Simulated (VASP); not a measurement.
# SiNi (Pnma) in VASP: a series of runs, part 2 of 2

VASP 6.6.1.

## Step 3: Phonons, PBEsol

This run uses another cell than the first one, of 11.81 Å³/atom, 1.024 times its volume.

The input, POSCAR:

```
SiNi
1.0
    5.0869665583      0.0000000000      0.0000000000
    0.0000000000      3.3640132556      0.0000000000
    0.0000000000      0.0000000000      5.5218688991
  Si              Ni
     4     4
Direct
     0.3211144332270874    0.7500000000000000    0.0871222286571120
     0.1788855667729126    0.2500000000000000    0.5871222286571121
     0.8211144332270873    0.7500000000000000    0.4128777713428879
     0.6788855667729127    0.2500000000000000    0.9128777713428879
     0.0095507642037268    0.2500000000000000    0.1873909167954481
     0.4904492357962733    0.7500000000000000    0.6873909167954482
     0.5095507642037268    0.2500000000000000    0.3126090832045518
     0.9904492357962732    0.7500000000000000    0.8126090832045518
```

The input, INCAR.step1:

```
SYSTEM = SiNi
  ALGO = Fast
  EDIFF = 1E-8
  EDIFFG = -0.002
  ENCUT = 600
  GGA = PS
  IBRION = 2
  ISIF = 3
  ISMEAR = 1
  KPAR = 4
  LASPH = .True.
  LCHARG = .False.
  LREAL = .False.
  LWAVE = .False.
  NELM = 80
  NSW = 40
  PREC = Accurate
  SIGMA = 0.2
```

The input, INCAR.step2:

```
SYSTEM = SiNi
  ALGO = Fast
  EDIFF = 1E-8
  ENCUT = 600
  GGA = PS
  IBRION = 6
  ISIF = 2
  ISMEAR = 1
  KPAR = 4
  LASPH = .True.
  LCHARG = .False.
  LREAL = .False.
  LWAVE = .False.
  NELM = 80
  NFREE = 2
  NSW = 1
  POTIM = 0.015
  PREC = Accurate
  SIGMA = 0.2
```

The input, KPOINTS:

```
k-points
0
Gamma
  10 14 10
  0 0 0
```

Potentials or basis: VASP PAW PBE potentials, release 64 (Si, Ni).

The run is started by

```sh
> cat potpaw_PBE.64/Si/POTCAR potpaw_PBE.64/Ni/POTCAR > POTCAR
> cp INCAR.step1 INCAR
> mpirun -np 4 vasp_std > vasp.out
> cp CONTCAR POSCAR
> cp INCAR.step2 INCAR
> mpirun -np 4 vasp_std > vasp.out
```

OUTCAR:

```text
SYSTEM = SiNi
   EDIFF = 1E-8
   ENCUT = 600
   GGA = PS
   IBRION = 6
   ISIF = 2
   ISMEAR = 1
   LASPH = .True.
   LREAL = .False.
   NELM = 80
   NFREE = 2
   NSW = 1
   POTIM = 0.015
   PREC = Accurate

 ion  position               nearest neighbor table
   1  0.321  0.750  0.086-   8 2.27   7 2.30   7 2.30   6 2.37   5 2.38   5 2.38   4 2.66   4 2.66
                             3 3.13   3 3.13
   2  0.179  0.250  0.586-   7 2.27   8 2.30   8 2.30   5 2.37   6 2.38   6 2.38   3 2.66   3 2.66
                             4 3.13   4 3.13
   3  0.821  0.750  0.414-   6 2.27   5 2.30   5 2.30   8 2.37   7 2.38   7 2.38   2 2.66   2 2.66
                             1 3.13   1 3.13
   4  0.679  0.250  0.914-   5 2.27   6 2.30   6 2.30   7 2.37   8 2.38   8 2.38   1 2.66   1 2.66
                             2 3.13   2 3.13
   5  0.009  0.250  0.187-   4 2.27   3 2.30   3 2.30   2 2.37   1 2.38   1 2.38   7 2.65   7 2.65
                             8 2.66   8 2.66
   6  0.491  0.750  0.687-   3 2.27   4 2.30   4 2.30   1 2.37   2 2.38   2 2.38   8 2.65   8 2.65
                             7 2.66   7 2.66
   7  0.509  0.250  0.313-   2 2.27   1 2.30   1 2.30   4 2.37   3 2.38   3 2.38   5 2.65   5 2.65
                             6 2.66   6 2.66
   8  0.991  0.750  0.813-   1 2.27   2 2.30   2 2.30   3 2.37   4 2.38   4 2.38   6 2.65   6 2.65
                             5 2.66   5 2.66

  LATTYP: Found a simple orthorhombic cell.
 ALAT       =     3.3513261380
 B/A-ratio  =     1.5245510878
 C/A-ratio  =     1.6466774994

  Lattice vectors:

 A1 = (   0.0000000000,  -3.3513261380,   0.0000000000)
 A2 = (   5.1092679094,   0.0000000000,   0.0000000000)
 A3 = (   0.0000000000,   0.0000000000,   5.5185533447)

Analysis of symmetry for initial positions (statically):
[... 425 lines left out ...]
      3       2.1882      2.00000
      4       2.7900      2.00000
      5       4.0075      2.00000
      6       4.5531      2.00000
[... 853 lines left out ...]
     32      13.0870     -0.00000
     33      13.9424     -0.00000

 [... further k-points ...]
[... 5 lines left out ...]
  --------------------------------------------------------------------------------------
  -------------------------------------------------------------------------------------
  Total        0.0252591     -0.0530994     -0.0714678      0.0000000      0.0000000      0.0429230
  in kB        0.4282802     -0.9003250     -1.2117707      0.0000000      0.0000000      0.7277797
  external PRESSURE =      -0.5612718 kB  Pullay stress =       0.0000000 kB
[... 23 lines left out ...]
  FREE ENERGIE OF THE ION-ELECTRON SYSTEM (eV)
  ---------------------------------------------------
  free  energy   TOTEN  =       -52.2598178020 eV

  energy  without entropy=      -52.2612117082  energy(sigma->0) =      -52.26028244

 INTERNAL STRAIN TENSORS FROM DISPLACED ATOMS
 ============================================

 INTERNAL STRAIN TENSOR FOR ION    1 for displacements in x,y,z  (eV/Angst):
          X           Y           Z          XY          YZ          ZX
  --------------------------------------------------------------------------------
  x    -3.45885     0.66477    -2.13975     0.00000     0.00000    -3.24936
  y     0.00000     0.00000    -0.00000     1.37811     5.62833     0.00000
  z    -3.37746     7.30935    -6.52062     0.00000     0.00000     0.17619

 INTERNAL STRAIN TENSOR FOR ION    8 for displacements in x,y,z  (eV/Angst):
          X           Y           Z          XY          YZ          ZX
  --------------------------------------------------------------------------------
  x     2.36395    -0.39163     2.84695     0.00000     0.00000     1.97977
  y    -0.00000     0.00000    -0.00000     1.00986    -2.45770    -0.00000
  z     1.78549    -3.25683    -4.72442     0.00000     0.00000     2.71216

 Eigenvectors and eigenvalues of the dynamical matrix
 ----------------------------------------------------

   1 f  =   12.251724 THz    76.979853 2PiTHz  408.673529 cm-1    50.669037 meV
             X         Y         Z           dx          dy          dz
      1.640714  2.513495  0.477232    -0.429250   -0.000000   -0.213216
      0.913920  0.837832  3.236508    -0.429250    0.000000    0.213216
      4.195348  2.513495  2.282045     0.429250   -0.000000   -0.213216
      3.468554  0.837832  5.041322     0.429250    0.000000    0.213216
      0.048482  0.837832  1.031835    -0.141344   -0.000000   -0.017471
      2.506152  2.513495  3.791112    -0.141344   -0.000000    0.017471
      2.603116  0.837832  1.727442     0.141344    0.000000   -0.017471
      5.060786  2.513495  4.486718     0.141344   -0.000000    0.017471
[... 243 lines left out ...]
  24 f/i=    0.002416 THz     0.015179 2PiTHz    0.080581 cm-1     0.009991 meV
             X         Y         Z           dx          dy          dz
      1.640714  2.513495  0.477232    -0.000000    0.284551   -0.000000
      0.913920  0.837832  3.236508    -0.000000    0.284551   -0.000000
      4.195348  2.513495  2.282045    -0.000000    0.284551   -0.000000
      3.468554  0.837832  5.041322    -0.000000    0.284551   -0.000000
      0.048482  0.837832  1.031835    -0.000000    0.411134   -0.000000
      2.506152  2.513495  3.791112    -0.000000    0.411134   -0.000000
      2.603116  0.837832  1.727442    -0.000000    0.411134   -0.000000
      5.060786  2.513495  4.486718    -0.000000    0.411134   -0.000000

 ELASTIC MODULI CONTR FROM IONIC RELAXATION (kBar)
 Direction    XX          YY          ZZ          XY          YZ          ZX
 --------------------------------------------------------------------------------
 XX        -171.6982    161.0017   -224.4884     -0.0000     -0.0000      0.0000
 YY         161.0017   -397.3301    251.3538      0.0000      0.0000      0.0000
 ZZ        -224.4884    251.3538   -584.5014     -0.0000     -0.0000     -0.0000
 XY          -0.0000      0.0000     -0.0000    -12.7254     -0.0000      0.0000
 YZ          -0.0000      0.0000     -0.0000      0.0000   -206.1367     -0.0000
 ZX           0.0000      0.0000     -0.0000      0.0000     -0.0000    -98.9928
 --------------------------------------------------------------------------------
```

It took 1.9 h on 4 MPI ranks of Intel Xeon 6975P-C (Granite Rapids), shared host; peak memory 3 GiB.

What came out:

```
Highest phonon frequency at Γ, LO-TO splitting left out : 409 cm⁻¹
```

The path:
```csv
step,energy change (eV),largest force (eV/Å),pressure (GPa),volume (Å³)
1,0.0000,0.0161,0.02,94.49
2,-0.0009,0.0175,-0.03,94.51
3,-0.0010,0.0188,-0.10,94.53
4,-0.0010,0.0188,-0.10,94.52
5,-0.0011,0.0088,0.11,94.42
6,-0.0011,0.0087,0.10,94.43
7,-0.0012,0.0098,-0.01,94.48
8,-0.0012,0.0099,-0.01,94.48
9,-0.0012,0.0057,-0.02,94.48
10,-0.0012,0.0090,-0.04,94.49
11,-0.0012,0.0054,0.08,94.45
12,-0.0012,0.0069,0.01,94.47
13,-0.0012,0.0063,0.04,94.47
14,-0.0013,0.0031,0.00,94.49
15,-0.0013,0.0027,0.01,94.48
16,-0.0013,0.0011,-0.01,94.49
```

Phonon frequencies in cm⁻¹ (negative: imaginary):
```tsv
q point	frequencies
(0.000, 0.000, 0.000)	0 0 0 156 175 189 206 206 224 224 227 264 286 298 302 305 332 338 345 354 371 393 395 409
```

Caveat: the PAW data sets were made with another functional, which shifts forces and pressure a little.

## Step 4: Phonons, PBE

This run uses another cell than the first one, of 12.22 Å³/atom, 1.060 times its volume.

The input, POSCAR:

```
SiNi
1.0
    5.1478925499      0.0000000000      0.0000000000
    0.0000000000      3.3824389648      0.0000000000
    0.0000000000      0.0000000000      5.6140809717
  Si              Ni
     4     4
Direct
     0.3210045604006487    0.7500000000000000    0.0847122452224605
     0.1789954395993513    0.2500000000000000    0.5847122452224605
     0.8210045604006487    0.7500000000000000    0.4152877547775395
     0.6789954395993513    0.2500000000000000    0.9152877547775395
     0.0085060587722999    0.2500000000000000    0.1885888945967235
     0.4914939412277001    0.7500000000000000    0.6885888945967236
     0.5085060587722999    0.2500000000000000    0.3114111054032765
     0.9914939412277001    0.7500000000000000    0.8114111054032764
```

The input, INCAR.step1:

```
PREC = Accurate
ENCUT = 600
EDIFF = 1E-8
ISMEAR = 1
SIGMA = 0.2
LREAL = F
LASPH = T
NELM = 80
ALGO = Normal
ISIF = 3
LWAVE = F
LCHARG = F
GGA = PE
KPAR = 4
IBRION = 2
NSW = 40
EDIFFG = -0.002
```

The input, INCAR.step2:

```
PREC = Accurate
ENCUT = 600
EDIFF = 1E-8
ISMEAR = 1
SIGMA = 0.2
LREAL = F
LASPH = T
NELM = 80
ALGO = Normal
ISIF = 2
LWAVE = F
LCHARG = F
GGA = PE
KPAR = 4
IBRION = 6
NFREE = 2
POTIM = 0.015
NSW = 1
```

The input, KPOINTS:

```
Automatic mesh
0
Gamma
  10 14 10
```

Potentials or basis: VASP PAW PBE potentials, release 64 (Si, Ni).

The run is started by

```sh
> cat potpaw_PBE.64/Si/POTCAR potpaw_PBE.64/Ni/POTCAR > POTCAR
> cp INCAR.step1 INCAR
> mpirun -np 4 vasp_std > vasp.out
> cp CONTCAR POSCAR
> cp INCAR.step2 INCAR
> mpirun -np 4 vasp_std > vasp.out
```

OUTCAR:

```text
PREC = Accurate
   ENCUT = 600
   EDIFF = 1E-8
   ISMEAR = 1
   LREAL = F
   LASPH = T
   NELM = 80
   ISIF = 2
   GGA = PE
   IBRION = 6
   NFREE = 2
   POTIM = 0.015
   NSW = 1

 ion  position               nearest neighbor table
   1  0.321  0.750  0.083-   8 2.29   7 2.33   7 2.33   6 2.39   5 2.41   5 2.41   4 2.67   4 2.67

   2  0.179  0.250  0.583-   7 2.29   8 2.33   8 2.33   5 2.39   6 2.41   6 2.41   3 2.67   3 2.67

   3  0.821  0.750  0.417-   6 2.29   5 2.33   5 2.33   8 2.39   7 2.41   7 2.41   2 2.67   2 2.67

   4  0.679  0.250  0.917-   5 2.29   6 2.33   6 2.33   7 2.39   8 2.41   8 2.41   1 2.67   1 2.67

   5  0.008  0.250  0.188-   4 2.29   3 2.33   3 2.33   2 2.39   1 2.41   1 2.41   7 2.68   7 2.68
                             8 2.70   8 2.70
   6  0.492  0.750  0.688-   3 2.29   4 2.33   4 2.33   1 2.39   2 2.41   2 2.41   8 2.68   8 2.68
                             7 2.70   7 2.70
   7  0.508  0.250  0.312-   2 2.29   1 2.33   1 2.33   4 2.39   3 2.41   3 2.41   5 2.68   5 2.68
                             6 2.70   6 2.70
   8  0.992  0.750  0.812-   1 2.29   2 2.33   2 2.33   3 2.39   4 2.41   4 2.41   6 2.68   6 2.68
                             5 2.70   5 2.70

  LATTYP: Found a simple orthorhombic cell.
 ALAT       =     3.3572326816
 B/A-ratio  =     1.5428634798
 C/A-ratio  =     1.6747587339

  Lattice vectors:

 A1 = (   0.0000000000,  -3.3572326816,   0.0000000000)
 A2 = (   5.1797516977,   0.0000000000,   0.0000000000)
 A3 = (   0.0000000000,   0.0000000000,   5.6225547553)

Analysis of symmetry for initial positions (statically):
=====================================================================
[... 418 lines left out ...]

 k-point     1 :       0.0000    0.0000    0.0000
  band No.  band energies     occupation
      1      -2.6191      2.00000
      2       0.6831      2.00000
      3       1.9972      2.00000
      4       2.5081      2.00000
      5       3.8364      2.00000
      6       4.3157      2.00000
[... 853 lines left out ...]
     32      12.6365     -0.00000
     33      13.5134     -0.00000

 [... further k-points ...]
[... 5 lines left out ...]
  --------------------------------------------------------------------------------------
  -------------------------------------------------------------------------------------
  Total        0.0260852     -0.0372492     -0.0485538      0.0000000      0.0000000      0.0375432
  in kB        0.4274453     -0.6103838     -0.7956275      0.0000000      0.0000000      0.6152016
  external PRESSURE =      -0.3261887 kB  Pullay stress =       0.0000000 kB
[... 23 lines left out ...]
  FREE ENERGIE OF THE ION-ELECTRON SYSTEM (eV)
  ---------------------------------------------------
  free  energy   TOTEN  =       -47.5957284398 eV

  energy  without entropy=      -47.5975406830  energy(sigma->0) =      -47.59633252

 INTERNAL STRAIN TENSORS FROM DISPLACED ATOMS
 ============================================

 INTERNAL STRAIN TENSOR FOR ION    1 for displacements in x,y,z  (eV/Angst):
          X           Y           Z          XY          YZ          ZX
  --------------------------------------------------------------------------------
  x    -2.85201     0.75751    -1.86236     0.00000     0.00000    -2.98242
  y     0.00000     0.00000     0.00000     1.32317     5.10687    -0.00000
  z    -3.06304     6.50792    -5.91689     0.00000     0.00000     0.25826

 INTERNAL STRAIN TENSOR FOR ION    8 for displacements in x,y,z  (eV/Angst):
          X           Y           Z          XY          YZ          ZX
  --------------------------------------------------------------------------------
  x     2.39534    -0.09987     2.65044     0.00000     0.00000     1.74278
  y     0.00000     0.00000     0.00000     1.09288    -2.50402    -0.00000
  z     1.42280    -3.07904    -4.62215     0.00000     0.00000     2.36931

 Eigenvectors and eigenvalues of the dynamical matrix
 ----------------------------------------------------

   1 f  =   11.797212 THz    74.124069 2PiTHz  393.512634 cm-1    48.789326 meV
             X         Y         Z           dx          dy          dz
      1.661523  2.517925  0.467942    -0.424948   -0.000000   -0.220516
      0.928353  0.839308  3.279220    -0.424948    0.000000    0.220516
      4.251399  2.517925  2.343335     0.424948    0.000000   -0.220516
      3.518229  0.839308  5.154613     0.424948    0.000000    0.220516
      0.042642  0.839308  1.058906    -0.143687    0.000000   -0.012064
      2.547234  2.517925  3.870183    -0.143687   -0.000000    0.012064
      2.632518  0.839308  1.752372     0.143687    0.000000   -0.012064
      5.137110  2.517925  4.563649     0.143687    0.000000    0.012064
[... 243 lines left out ...]
  24 f/i=    0.003592 THz     0.022572 2PiTHz    0.119829 cm-1     0.014857 meV
             X         Y         Z           dx          dy          dz
      1.661523  2.517925  0.467942    -0.000000    0.284607    0.000000
      0.928353  0.839308  3.279220    -0.000000    0.284607    0.000000
      4.251399  2.517925  2.343335    -0.000000    0.284607    0.000000
      3.518229  0.839308  5.154613    -0.000000    0.284607    0.000000
      0.042642  0.839308  1.058906    -0.000000    0.411095    0.000000
      2.547234  2.517925  3.870183    -0.000000    0.411095    0.000000
      2.632518  0.839308  1.752372    -0.000000    0.411095    0.000000
      5.137110  2.517925  4.563649    -0.000000    0.411095    0.000000

 ELASTIC MODULI CONTR FROM IONIC RELAXATION (kBar)
 Direction    XX          YY          ZZ          XY          YZ          ZX
 --------------------------------------------------------------------------------
 XX        -145.3370    131.4302   -194.7731     -0.0000      0.0000     -0.0000
 YY         131.4302   -330.6845    195.3791      0.0000     -0.0000     -0.0000
 ZZ        -194.7731    195.3791   -521.4859     -0.0000     -0.0000     -0.0000
 XY          -0.0000      0.0000     -0.0000    -13.3718      0.0000     -0.0000
 YZ           0.0000     -0.0000     -0.0000     -0.0000   -187.6621     -0.0000
 ZX          -0.0000     -0.0000     -0.0000     -0.0000     -0.0000    -86.0810
 --------------------------------------------------------------------------------
```

OUTCAR.step1:

```text
PREC = Accurate
   ENCUT = 600
   EDIFF = 1E-8
   ISMEAR = 1
   LREAL = F
   LASPH = T
   NELM = 80
   ISIF = 3
[... 1326 lines left out ...]
  -------------------------------------------------------------------------------------
  Total        0.0009412      0.0054698      0.0158929      0.0000000      0.0000000      0.0000000
  in kB        0.0154237      0.0896305      0.2604289      0.0000000      0.0000000      0.0000000
  external PRESSURE =       0.1218277 kB  Pullay stress =       0.0000000 kB
[... 23 lines left out ...]
  FREE ENERGIE OF THE ION-ELECTRON SYSTEM (eV)
  ---------------------------------------------------
  free  energy   TOTEN  =       -47.5969315146 eV

  energy  without entropy=      -47.5987327856  energy(sigma->0) =      -47.59753194

 reached required accuracy - stopping structural energy minimisation
```

OSZICAR.step1:

```text
N       E                     dE             d eps       ncg     rms          rms(c)
DAV:   1     0.386127480124E+03    0.38613E+03   -0.27223E+04 19008   0.221E+03
DAV:   2    -0.202159814059E+02   -0.40634E+03   -0.39847E+03 19008   0.426E+02
DAV:   3    -0.531795000186E+02   -0.32964E+02   -0.32231E+02 21531   0.144E+02
[... 170 lines left out ...]
DAV:   7    -0.475969315649E+02    0.32303E-07   -0.63465E-08 21400   0.245E-03    0.188E-04
DAV:   8    -0.475969315463E+02    0.18643E-07   -0.14496E-08 11785   0.957E-04    0.189E-04
DAV:   9    -0.475969315286E+02    0.17735E-07   -0.19921E-09  9649   0.462E-04    0.118E-04
DAV:  10    -0.475969315185E+02    0.10054E-07   -0.40843E-10  9619   0.165E-04    0.779E-05
DAV:  11    -0.475969315146E+02    0.38735E-08   -0.27828E-10  9608   0.226E-04
  15 F= -.47596932E+02 E0= -.47597532E+02  d E =-.801660E-05
```

It took 1.7 h on 4 MPI ranks of Intel Xeon Platinum 8488C (Sapphire Rapids), shared host; peak memory 3.1 GiB.

What came out:

| Quantity | Value |
| --- | --- |
| Highest phonon frequency at Γ, LO-TO splitting left out | 394 cm⁻¹ |

Step by step:
| step | energy change (eV) | largest force (eV/Å) | pressure (GPa) | volume (Å³) |
| --- | --- | --- | --- | --- |
| 1 | 0.0000 | 0.0137 | 0.03 | 97.75 |
| 2 | -0.0013 | 0.0169 | -0.04 | 97.78 |
| 3 | -0.0016 | 0.0299 | -0.12 | 97.81 |
| 4 | -0.0016 | 0.0276 | -0.11 | 97.81 |
| 5 | -0.0019 | 0.0191 | 0.12 | 97.68 |
| 6 | -0.0019 | 0.0181 | 0.17 | 97.65 |
| 7 | -0.0021 | 0.0164 | 0.00 | 97.75 |
| 8 | -0.0021 | 0.0274 | -0.13 | 97.83 |
| 9 | -0.0021 | 0.0233 | -0.08 | 97.80 |
| 10 | -0.0023 | 0.0148 | -0.03 | 97.78 |
| 11 | -0.0023 | 0.0092 | 0.01 | 97.76 |
| 12 | -0.0023 | 0.0082 | 0.02 | 97.76 |
| 13 | -0.0023 | 0.0053 | -0.01 | 97.78 |
| 14 | -0.0023 | 0.0048 | -0.02 | 97.79 |
| 15 | -0.0024 | 0.0011 | 0.01 | 97.77 |

Phonon frequencies in cm⁻¹ (negative: imaginary):
```csv
q point,frequencies
"(0.000, 0.000, 0.000)",0 0 0 150 165 182 192 196 213 215 220 251 275 288 289 292 314 319 330 332 356 378 379 394
```

Spin polarisation is off, so any magnetic state and its effect on volume and gap are missing.
